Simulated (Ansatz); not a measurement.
# Transmission past a defect: (3,3) C nanotube, K placed on top of one C

What does the defect do to the conductance?

Method: DFT PBE, plane waves, PAW; relaxation of a wire's period, in the first sound run; inputs show where later runs differ, in Ansatz 0.2.0.

## Step 1: Starting point

The cell holds 12 atoms: 12 C. Cell: a = 10.868 Å, b = 10.806 Å, c = 2.460 Å, α = 90.0°, β = 90.0°, γ = 90.0°. Vacuum lies along a and b. The structure's axis is c.

## Step 2: The relaxed wire

Band widths follow the bond lengths, so the wire is relaxed first. The atoms and the third cell vector are free; the box across stays fixed as vacuum. A Fermi-Dirac smearing is set since the result may be a metal. The pressure printed is a third of the stress's trace over the whole box, vacuum included; only the stress along the axis is relaxed.

File input.yaml:

```yaml
crystal:
  lattice:
    - [10.868, 0.0, 0.0]
    - [0.0, 10.806, 0.0]
    - [0.0, 0.0, 2.4595121467]
  atoms:
    - { symbol: C, position: [0.643369038, 0.621000301, 0.0] }
    - { symbol: C, position: [0.687154982, 0.500009175, 0.0] }
    - { symbol: C, position: [0.31284505, 0.500009175, 0.5] }
    - { symbol: C, position: [0.356630994, 0.379018048, 0.5] }
    - { symbol: C, position: [0.467500897, 0.685378334, 0.5] }
    - { symbol: C, position: [0.593577499, 0.663020078, 0.5] }
    - { symbol: C, position: [0.593577499, 0.336998271, 0.5] }
    - { symbol: C, position: [0.675868157, 0.435631141, 0.5] }
    - { symbol: C, position: [0.324131875, 0.564387208, 0.0] }
    - { symbol: C, position: [0.406422533, 0.663020078, 0.0] }
    - { symbol: C, position: [0.406422533, 0.336998271, 0.0] }
    - { symbol: C, position: [0.532499135, 0.314640015, 0.0] }
kpoints:
  mp_grid: { grid: [1, 1, 33] }
scf:
  occupations: { method: fermi_dirac, width: 0.05 }
hamiltonian:
  xc: pbe
relax:
  cell: { fix: [a, b, alpha, beta, gamma] }
  max_steps: 60
```

Started as:

```console
$ ansatz run input.yaml --threads 16 --pin off --max-ram 61440MiB --backend cuda --events-out ev --progress --plain --runs-dir out --max-vram 78GiB
```

Numbers of over 12 decimals in the logs are rounded to 6 here.

What it wrote:

```text
Engine: ansatz 0.2.0, aarch64-unknown-linux-gnu
Pseudopotentials: kind: paw
Pseudopotential: C, paw, valence charge 4, recommended cutoff 420 eV (normal), C.paw.azcp
Functional definition: PBE
  parameter kappa = 0.804
  parameter beta = 0.066725
  exchange = pbe_x(kappa = kappa, mu = beta*pi^2/3)
  correlation = pbe_c(beta = beta)
concurrent solve slots: 9 of 16 are kept, ahead of what memory takes: no pass of the eigensolver takes more rounds on 9
[...]
Crystal: 12 atoms, lattice volume = 288.844 Å³
Basis set: ecut = 420 eV, 5637 PW (Γ), exchange–correlation on 150×150×36 points (8 copies of the dense FFT grid, shifted against one another)
Bands: 36, of which v1, the nominal top of the filled ones, is band 24 counted from 1 (23 counted from 0)
Symmetry: 4 space group operations
Space group: P21/m (ITA 11), of the structure as read, at distance tolerance 6.6e-5 Å
k-points: 17 of 33
Non-local potential: C, projectors of the file, l = 0: 2, l = 1: 2, l = 2: 1
PAW form: soft (Blöchl's): semilocal exchange-correlation on the pseudo side does not see the compensation charge
PAW one-centre angular grid: C, 110 points (default); XC on 64 Gauss nodes
Initial density: superposition of atomic densities (neutral atoms: chi_scale 0, normalization atom), corrected by the library's trained network
Initial wavefunctions: pseudopotential atomic-orbital guess
[...]
Functional: x = pbe(κ = 0.804, μ = 0.219515), c = pbe(β = 0.066725)
SCF iter   1: F=—  HF=-3005.117300 eV  |F-HF|=—  |Δ(HF+E_count)|=         —  Δρ=6.24e-3  dr2=6.55e-2  ethr=1.77e-3  ⟨swp⟩=12.7  Hψ=4230  notcnv=0  defer=43
preconditioner: auto → LDOS  [insulator: Δε(μ)=0.149 eV  Ē_g=14.057 eV  σ=0.050 eV  W_gap=0.63  n_scr=36 (ndim 8)  ℏωp=15.1 eV  f_vac=0.617  D(μ)=0.79/eV (n_scr^D=4)  ε∞_Penn≈2.2  β→1.0]
SCF iter   2: F=—  HF=-3005.124089 eV  |F-HF|=—  |Δ(HF+E_count)|=   6.79e-3  Δρ=1.54e-3  dr2=8.15e-3  ethr=1.36e-4  ⟨swp⟩=3.6  Hψ=1383  notcnv=0  defer=69
[...]
SCF iter   7: F=-3005.120788 eV  HF=-3005.120788 eV  |F-HF|=1.07e-8  |Δ(HF+E_count)|=   9.14e-8  Δρ=1.69e-6  dr2=1.70e-8  ethr=2.08e-10  ⟨swp⟩=5.0  Hψ=2188  notcnv=0
SCF 1 converged in 7 iterations: F = -3005.120788 eV  dr2 = 1.70e-8
  greatest PAW one-centre occupation: 0.679 electrons in one spin orbital (limit 2), on the C atom at site 3 (counted from 0), in its partial waves of l = 0
relax step   1: F+E_penalty+E_count = -3005.12078838 eV  Δ(F+E_penalty+E_count) = +0.000e0 eV  max|allowed force component| = 1.030e0 eV/Å  Δτ_max = 0.0000 Å  P = +5.740 GPa  Ω = 288.844 Å³  fix = [a, b, alpha, beta, gamma]  reactions: a +6.817, b +6.801 GPa; gamma -0.012 GPa/rad  (7 SCF iters, dr2 threshold 1.00e-7 eV, accepted)
concurrent solve slots: 9 of 16 are kept, ahead of what memory takes: no pass of the eigensolver takes more rounds on 9
[...]
Crystal: 12 atoms, lattice volume = 288.884 Å³
[...]
iter 1 solved again at ethr=7.46e-4 eV; its pass at ethr=3.10e-3 eV (dr2=3.58e-1 eV) is discarded
SCF iter   1: F=—  HF=-3005.594242 eV  |F-HF|=—  |Δ(HF+E_count)|=         —  Δρ=1.14e-2  dr2=3.44e-1  ethr=7.46e-4  ⟨swp⟩=2.5  Hψ=2835  notcnv=0
preconditioner: auto → LDOS  [insulator: Δε(μ)=0.160 eV  Ē_g=13.712 eV  σ=0.050 eV  W_gap=0.66  n_scr=36 (ndim 8)  ℏωp=15.1 eV  f_vac=0.599  D(μ)=0.72/eV (n_scr^D=4)  ε∞_Penn≈2.2  β→1.0]
SCF iter   2: F=—  HF=-3005.638389 eV  |F-HF|=—  |Δ(HF+E_count)|=   4.41e-2  Δρ=7.25e-3  dr2=4.67e-1  ethr=7.16e-4  ⟨swp⟩=4.9  Hψ=2032  notcnv=0  defer=19
[...]
SCF iter   6: F=-3005.495899 eV  HF=-3005.495899 eV  |F-HF|=3.53e-7  |Δ(HF+E_count)|=   1.10e-7  Δρ=1.11e-5  dr2=4.45e-7  ethr=1.89e-9  ⟨swp⟩=2.9  Hψ=2192  notcnv=0
SCF 2 converged in 6 iterations: F = -3005.495899 eV  dr2 = 4.45e-7
  greatest PAW one-centre occupation: 0.670 electrons in one spin orbital (limit 2), on the C atom at site 10 (counted from 0), in its partial waves of l = 0
relax step   2: F+E_penalty+E_count = -3005.49589860 eV  Δ(F+E_penalty+E_count) = -3.751e-1 eV  max|allowed force component| = 4.769e-1 eV/Å  Δτ_max = 0.0505 Å  P = +1.840 GPa  Ω = 288.884 Å³  energy of the carried Pulay correction = -5.018e-5 eV  fix = [a, b, alpha, beta, gamma]  reactions: a +2.075, b +2.053 GPa; gamma -0.011 GPa/rad  (6 SCF iters, dr2 threshold 1.20e-6 eV, accepted)
[...]
relax step   3: F+E_penalty+E_count = -3005.53990361 eV  Δ(F+E_penalty+E_count) = -4.401e-2 eV  max|allowed force component| = 1.823e-1 eV/Å  Δτ_max = 0.0194 Å  P = +0.138 GPa  Ω = 289.574 Å³  energy of the carried Pulay correction = -9.094e-4 eV  fix = [a, b, alpha, beta, gamma]  reactions: a +0.195, b +0.171 GPa; gamma -0.008 GPa/rad  (6 SCF iters, dr2 threshold 1.20e-6 eV, accepted)
[...]
relax step   4: F+E_penalty+E_count = -3005.54198313 eV  Δ(F+E_penalty+E_count) = -2.080e-3 eV  max|allowed force component| = 8.869e-3 eV/Å  Δτ_max = 0.0027 Å  P = -0.038 GPa  Ω = 289.737 Å³  energy of the carried Pulay correction = -1.113e-3 eV  fix = [a, b, alpha, beta, gamma]  reactions: a -0.004, b -0.029 GPa; gamma -0.009 GPa/rad  (4 SCF iters, dr2 threshold 1.20e-6 eV, accepted)
[...]
relax step   5: F+E_penalty+E_count = -3005.54209382 eV  Δ(F+E_penalty+E_count) = -1.107e-4 eV  max|allowed force component| = 1.109e-3 eV/Å  Δτ_max = 0.0004 Å  P = -0.009 GPa  Ω = 289.663 Å³  energy of the carried Pulay correction = -1.020e-3 eV  fix = [a, b, alpha, beta, gamma]  reactions: a -0.012, b -0.034 GPa; gamma -0.010 GPa/rad  (5 SCF iters, dr2 threshold 1.61e-8 eV, accepted)
[...]
relax step   6: F+E_penalty+E_count = -3005.54313848 eV  Δ(F+E_penalty+E_count) = -1.045e-3 eV  max|allowed force component| = 1.076e-3 eV/Å  Δτ_max = 0.0000 Å  P = -0.000 GPa  Ω = 289.663 Å³  fix = [a, b, alpha, beta, gamma]  reactions: a +0.002, b -0.023 GPa; gamma -0.008 GPa/rad  stress off target by 2.08e-2 GPa on what of the cell is left free  SCF on the basis re-selected at this cell (its energy is not comparable with the rows above)  (5 SCF iters)
[...]
SCF converged after 5 iterations
Free energy (F): -3005.543138 eV
Harris-Foulkes:  -3005.543138 eV  (|F-HF|=6.68e-11)
Internal energy: -3005.539400 eV  (E = F + TS)
E sigma→0 (E₀):  -3005.541269 eV
Entropy (-TS):   -0.003739 eV (-0.312 meV/atom)
Fermi energy:    -0.001003 eV
--- Per-component energies (eV) ---
  E_band       = -450.309513
  E_kinetic    = 1085.987881
  E_local      = -9903.665903  (includes V_loc(G=0)·N_el)
  E_nonlocal   = 326.383746
  E_hartree    = 4415.622265
  E_xc         = -573.292097
  E_vxc        = -709.631111  (∫ρ·V_xc dr)
  E_paw        = -1191.314147  (= ΣΔE_a)
  E_vpaw       = -80.628688  (= ΣTr[D̂ρ^β])
  E_aug_tail   = 0.000090  (compensation charges beyond the density's cutoff)
  E_ewald      = 2834.738765
  E_smearing   = -0.003739  (= −TS)
  E_closure    = 0.000000  (closes the sum)
  Σ components = -3005.543138   (vs F -3005.543138, Δ=0.00e0)
--- Forces (eV/Å), atoms counted from 1 ---
  atom   1  C     -0.00005232    -0.00047025     0.00000000
  atom   2  C     -0.00048379     0.00080004     0.00000000
  atom   3  C      0.00048379    -0.00080004     0.00000000
  atom   4  C      0.00005232     0.00047025     0.00000000
  atom   5  C      0.00070309    -0.00073339     0.00000000
  atom   6  C     -0.00054099     0.00026283     0.00000000
  atom   7  C      0.00053385     0.00006216     0.00000000
  atom   8  C     -0.00107630    -0.00043036     0.00000000
  atom   9  C      0.00107630     0.00043036     0.00000000
  atom  10  C     -0.00053385    -0.00006216     0.00000000
  atom  11  C      0.00054099    -0.00026283     0.00000000
  atom  12  C     -0.00070309     0.00073339     0.00000000
  max |Σ_I F_I| component: 4.34e-19 eV/Å
--- Stress (GPa, compression-positive) ---
        0.001877       0.007870       0.000000
        0.007870      -0.022788       0.000000
        0.000000       0.000000       0.020766
  P = ⅓ Tr σ = -0.0000 GPa (-0.000 kbar)
--- Band table (eV; the first three rows and the last of 17) ---
  k-point 0: bands = [... 20 lower, -3.9496, -3.5126, -3.2288, -1.4713, 1.1212, 3.0802, 3.3682, 3.3967, ... 8 higher]
  k-point 1: bands = [... 20 lower, -3.9333, -3.5373, -3.2965, -1.4544, 1.1238, 3.1022, 3.3832, 3.3991, ... 8 higher]
  k-point 2: bands = [... 20 lower, -3.8847, -3.6116, -3.4932, -1.4038, 1.1274, 3.1675, 3.4005, 3.4258, ... 8 higher]
  k-point 16: bands = [... 20 lower, -2.8049, -2.8034, -2.4642, -2.4626, 0.8743, 0.8754, 1.0796, 1.0801, ... 8 higher]
--- Relaxed structure (5 steps of the walk, 5 accepted, 1 SCFs on fresh bases) ---
  F+E_penalty+E_count = -3005.54313848 eV   max|allowed force component| = 1.076e-3 eV/Å   (the final SCF, on the basis selected at the relaxed cell)
  cell:  # Å, volume = 289.6627 Å³
    - [10.868, 0, 0.0]
    - [0, 10.806, 0.0]
    - [0.0, 0.0, 2.466482]
  atoms:
    - { symbol: C, position: [0.648270, 0.625322, 0.0] }
    - { symbol: C, position: [0.693514, 0.500081, 0.0] }
    - { symbol: C, position: [0.306486, 0.499919, 0.500000] }
    - { symbol: C, position: [0.351730, 0.374678, 0.500000] }
    - { symbol: C, position: [0.466301, 0.691757, 0.500000] }
    - { symbol: C, position: [0.596809, 0.668744, 0.500000] }
    - { symbol: C, position: [0.596794, 0.331411, 0.500000] }
    - { symbol: C, position: [0.681871, 0.433552, 0.500000] }
    - { symbol: C, position: [0.318129, 0.566448, 0.0] }
    - { symbol: C, position: [0.403206, 0.668589, 0.0] }
    - { symbol: C, position: [0.403191, 0.331256, 0.0] }
    - { symbol: C, position: [0.533699, 0.308243, 0.0] }
```

The job ended after 2.7 s (1 × NVIDIA GB200 with 16 threads of Arm Neoverse V2, shared host; peak memory 1.1 GiB; 11 s of CPU time).

The steps of the relaxation:

| step | energy less that of the first step (eV) | largest force component (eV/Å) | pressure (GPa) | volume (Å³) |
| --- | --- | --- | --- | --- |
| 1 | 0.0000 | 1.0299 | 5.74 | 288.84 |
| 2 | -0.3751 | 0.4769 | 1.84 | 288.88 |
| 3 | -0.4191 | 0.1823 | 0.14 | 289.57 |
| 4 | -0.4212 | 0.0089 | -0.04 | 289.74 |
| 5 | -0.4213 | 0.0011 | -0.01 | 289.66 |
| 6 | -0.4223 | 0.0011 | 0.00 | 289.66 |

The log counts 1 steps on a newly chosen plane-wave basis, not all of them marked here; energy and pressure can jump at such steps.

Forces are held to the 4 operations that the run works with; a distortion that breaks them can't arise in this run.

| cell as run | before | after | change |
| --- | --- | --- | --- |
| c (Å) | 2.460 | 2.466 | +0.3 % |

The atoms that moved most (Å, along periodic axes as changes of fractional coordinates times the final cell, across vacuum about the mean position):

```
atom      dx      dy     dz  length
  C6   0.035   0.062  0.000   0.071
 C11  -0.035  -0.062  0.000   0.071
  C1   0.053   0.047  0.000   0.071
  C4  -0.053  -0.047  0.000   0.071
  C5  -0.013   0.069  0.000   0.070
 C12   0.013  -0.069  0.000   0.070
 C10  -0.035   0.060  0.000   0.070
  C7   0.035  -0.060  0.000   0.070
```

Numbers from this step:

```
energy at zero smearing    : -3005.5413 eV
cell length along the wire : 2.466 Å
```

The cell's length comes to 2.466 Å with spin left out.

## Step 3: The wire at its relaxed period

This step: DFT PBE, plane waves, PAW; channels and complex bands of a perfect wire (Ansatz 0.2.0).

At the relaxed period the Bloch states of the perfect wire are found at each energy: those that move forward count the open channels, and those that decay describe how a disturbance dies away inside the wire itself. An energy step of 0.035 eV is under the 0.039 eV that the program asks for its thermal average at 300 K.

File input.yaml:

```yaml
crystal:
  lattice:
    - [10.868, 0.0, 0.0]
    - [0.0, 10.806, 0.0]
    - [0.0, 0.0, 2.4664820155]
  atoms:
    - { symbol: C, position: [0.648270335, 0.625321526, 0.0] }
    - { symbol: C, position: [0.693514215, 0.500080921, 0.0] }
    - { symbol: C, position: [0.306485785, 0.499919079, 0.5] }
    - { symbol: C, position: [0.351729665, 0.374678474, 0.5] }
    - { symbol: C, position: [0.466301151, 0.691757249, 0.5] }
    - { symbol: C, position: [0.596808728, 0.668744085, 0.5] }
    - { symbol: C, position: [0.596793604, 0.331410597, 0.5] }
    - { symbol: C, position: [0.681870736, 0.433551866, 0.5] }
    - { symbol: C, position: [0.318129264, 0.566448134, 0.0] }
    - { symbol: C, position: [0.403206396, 0.668589403, 0.0] }
    - { symbol: C, position: [0.403191272, 0.331255915, 0.0] }
    - { symbol: C, position: [0.533698849, 0.308242751, 0.0] }
kpoints:
  mp_grid: { grid: [1, 1, 33] }
scf:
  occupations: { method: fermi_dirac, width: 0.05 }
hamiltonian:
  xc: pbe
output:
  transmission:
    e_range: [-1.5, 1.5]
    de: 0.035
    kmesh: [1, 1]
    reduced_basis: true
    leads: [[0, 0]]
```

What it wrote:

```text
[...]
device memory: the entry about to start is reckoned to put 10.1 GiB on a device that reports 119.0 GiB free (of which the cap on the GPU budget leaves the run 78.0 GiB)
GPU FFT provider: cuFFT
GPU libraries: cuBLAS 13.8.1, cuFFT 12.4.0, cuSOLVER 12.3.2
GPU matrix products: emulated (plane waves: as basis.precision tells), large ones in fixed point in workspaces of 1.00 GiB
Crystal: 12 atoms, lattice volume = 289.663 Å³
Basis set: ecut = 420 eV, 5661 PW (Γ)
Bands: 36, of which v1, the nominal top of the filled ones, is band 24 counted from 1 (23 counted from 0)
Symmetry: 4 space group operations
[...]
k-points: 17 of 33
[...]
GPU buffer pool allocated for 101250 grid points (all kernels)
GPU transforms: local potential and band sums: pruned to the plane-wave sphere, on 75×75×18
[...]
SCF iter   1: F=—  HF=-3005.547179 eV  |F-HF|=—  |Δ(HF+E_count)|=         —  Δρ=5.97e-3  dr2=6.80e-2  ethr=1.77e-3  ⟨swp⟩=11.4  Hψ=3882  notcnv=0  defer=61
[...]
SCF iter   8: F=-3005.543057 eV  HF=-3005.543057 eV  |F-HF|=1.16e-8  |Δ(HF+E_count)|=   4.44e-8  Δρ=2.69e-6  dr2=1.70e-8  ethr=2.08e-10  ⟨swp⟩=16.9  Hψ=3160  notcnv=0
SCF 1 converged in 8 iterations: F = -3005.543057 eV  dr2 = 1.70e-8
[...]
transmission: 4 of 4 steps passed
[...]
Second SCF, for the conductance: iteration 1, dr2 2.789e-8 eV
Second SCF, for the conductance: iteration 2, dr2 6.956e-9 eV
Second SCF, for the conductance: iteration 3, dr2 2.622e-9 eV
transmission: 4 of 4 steps passed
SCF converged after 8 iterations
Free energy (F): -3005.543057 eV
[...]
Internal energy: -3005.539319 eV  (E = F + TS)
E sigma→0 (E₀):  -3005.541188 eV
Entropy (-TS):   -0.003739 eV (-0.312 meV/atom)
Fermi energy:    -0.001082 eV
[...]
--- Band table (eV; the first three rows and the last of 17) ---
  k-point 0: bands = [... 20 lower, -3.9497, -3.5127, -3.2289, -1.4714, 1.1212, 3.0770, 3.3681, 3.3966, ... 8 higher]
  k-point 1: bands = [... 20 lower, -3.9334, -3.5374, -3.2966, -1.4545, 1.1237, 3.0989, 3.3831, 3.3990, ... 8 higher]
  k-point 2: bands = [... 20 lower, -3.8848, -3.6117, -3.4933, -1.4039, 1.1273, 3.1643, 3.4004, 3.4257, ... 8 higher]
  k-point 16: bands = [... 20 lower, -2.8050, -2.8034, -2.4643, -2.4627, 0.8742, 0.8754, 1.0795, 1.0800, ... 8 higher]
--- Transmission ---
  basis      : 1037 plane waves across, 4 finite elements along
  points     : 1, standing for a mesh of 1 x 1
  on the GPU : 1 of these points
  filling    : by a second SCF (3 iterations) under fermi_dirac of width 0.025852 eV on a mesh of 1 x 1 x 93, whose Fermi level is -0.001212 eV
  energies   : 86 from -1.500000 to 1.475000 eV about the Fermi level, 0.035000 eV apart; the leads are filled to 0.000000 eV, and channels, transmission and decay are at 0.005000 eV
  crystal 0  : C12, at the sites [0, 0], period 2.4665 Å: whole cells are its period
    offset         : up to 0.0000 Å between an atom of the period and one for which it stands
    filled         : 0.2 meV over the level at which it is neutral
    channels       : 2.000000e0 a spin
    conductance    : 1.3185e14 S/m² at 300 K; may be off by some 0.1 % by where its bands' edges are placed, 0.0 % from the distance to neutral
```

Wall time 1.7 min (1 × NVIDIA GB200 with 16 threads); peak memory 12 GiB; 16 min of CPU time.

The column dr2 measures how far the density is from self-consistency, as an energy; F and HF (Harris–Foulkes) agree once it is small.

Numbers from this step:

```
energy at zero smearing                                  : -3005.5412 eV
channels at the energy nearest the Fermi level, one spin : 2
conductance of the lead as this run defines it           : 1.998 G₀
band gap                                                 : 0 eV
```

The open channels of the lead, one spin by energy, zero at the Fermi level:

```csv
energy (eV),"open channels of the lead, one spin"
-1.500,1
-1.395,2
-1.290,2
-1.185,2
-1.115,2
-1.010,2
-0.905,2
-0.800,2
-0.695,2
-0.590,2
-0.485,2
-0.415,2
-0.310,2
-0.205,2
-0.100,2
0.005,2
0.110,2
0.215,2
0.285,2
0.390,2
0.495,2
0.600,2
0.705,2
0.810,6
0.915,6
0.985,6
1.090,6
1.195,5
1.300,5
1.405,5
```

The slowest values at each energy, most degenerate partners merged, listed up to 1.5 1/Å. Im kz of the slowest decaying states against energy, zero at the Fermi level:

```csv
energy (eV),decay 1 (Å⁻¹),decay 2 (Å⁻¹),decay 3 (Å⁻¹),decay 4 (Å⁻¹)
-1.500,0.101,0.188,0.188,0.347
-1.395,0.200,0.200,0.355,0.409
-1.290,0.210,0.210,0.362,0.413
-1.185,0.218,0.218,0.369,0.416
-1.115,0.223,0.223,0.373,0.419
-1.010,0.228,0.228,0.380,0.422
-0.905,0.231,0.232,0.386,0.425
-0.800,0.234,0.234,0.391,0.428
-0.695,0.235,0.235,0.396,0.431
-0.590,0.234,0.235,0.401,0.430
-0.485,0.233,0.233,0.406,0.429
-0.415,0.231,0.231,0.409,0.427
-0.310,0.227,0.228,0.413,0.425
-0.205,0.222,0.222,0.417,0.422
-0.100,0.215,0.216,0.419,0.420
0.005,0.207,0.207,0.415,0.423
0.110,0.196,0.197,0.410,0.426
0.215,0.184,0.184,0.405,0.429
0.285,0.174,0.174,0.401,0.431
0.390,0.156,0.157,0.394,0.433
0.495,0.133,0.134,0.386,0.435
0.600,0.102,0.103,0.375,0.437
0.705,0.0496,0.0517,0.361,0.438
0.810,0.342,0.439,0.443,0.443
0.915,0.314,0.440,0.441,0.441
0.985,0.285,0.440,0.440,0.441
1.090,0.187,0.438,0.438,0.441
1.195,0.195,0.435,0.436,0.441
1.300,0.271,0.433,0.433,0.441
1.405,0.321,0.430,0.431,0.440
```

By hand: the program gives 1.3185 × 10^14 S/m² over the cell's cross-section of 117.44 Å² = 1.174 × 10^-18 m², so one cell conducts 1.548 × 10^-4 S. Divided by G0 = 2e²/h = 7.748 × 10^-5 S this is 2.00 G0, a resistance of 6.46 kΩ.

At the computed energy nearest the Fermi level there are 2 channels a spin, and the thermal average gives 2.00 G₀.

[end of part 1 of 3]

[Logs are printed without paths, hosts, clocks, repeated set-up lines and the standing remarks that a program may print on its own settings, such as how far it seeks lower states.]

[Hosts, paths, dates, database ids (printed as entryN), source tags and the programs' standing remarks are cut or masked in the printed files.]
